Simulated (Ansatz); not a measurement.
## HgTe under changes of volume

One of the cells (28.929 Å³/atom); the others are scaled copies at fixed shape and fractional positions:

```xyz
2
Lattice="-3.0456 3.0456 1.5594 3.0456 -3.0456 1.5594 3.0456 3.0456 -1.5594" Properties=species:S:1:pos:R:3 pbc="T T T"
Hg    0.0000    3.0456    0.7797
Te    0.0000    0.0000    0.0000
```

Measurements of this composition are mostly on another form, of space group No. 216.

- Program: Ansatz 0.2.0
- Functional: PBE
- Potentials or basis: Ansatz PAW
- Cutoff: 420 eV (not typed: the program's choice for these potentials)
- k mesh: 10 × 10 × 10
- Occupations: fermi-dirac, width 0.05 eV
- Spin: no spin polarisation

```tsv
volume (Å³/atom)	energy over the lowest point (meV/atom)	pressure (GPa)
27.193	15.07	3.0
27.772	6.36	1.9
28.351	1.49	0.9
28.929	0.00	0.0
29.508	?	?
30.086	5.62	-1.5
30.665	12.06	-2.1
```

**Question.** What does the run at 29.508 Å³/atom give?

**Answer.** Energy over the lowest point 1.50 meV/atom; pressure -0.8 GPa.

Worked out: A Birch-Murnaghan fit of order 3 (a polynomial in V^(-2/3)) to the other rows has its minimum at 28.92 Å³/atom with B0 = V·E''(V) = 41 GPa and B' = 5.3 at fixed shape and positions, which overstates the stiffness. It gives 1.50 meV/atom at 29.508 Å³/atom, against the run's 1.50, and -dE/dV = -0.8 GPa, against -0.8.

Energies are extrapolated to zero smearing.
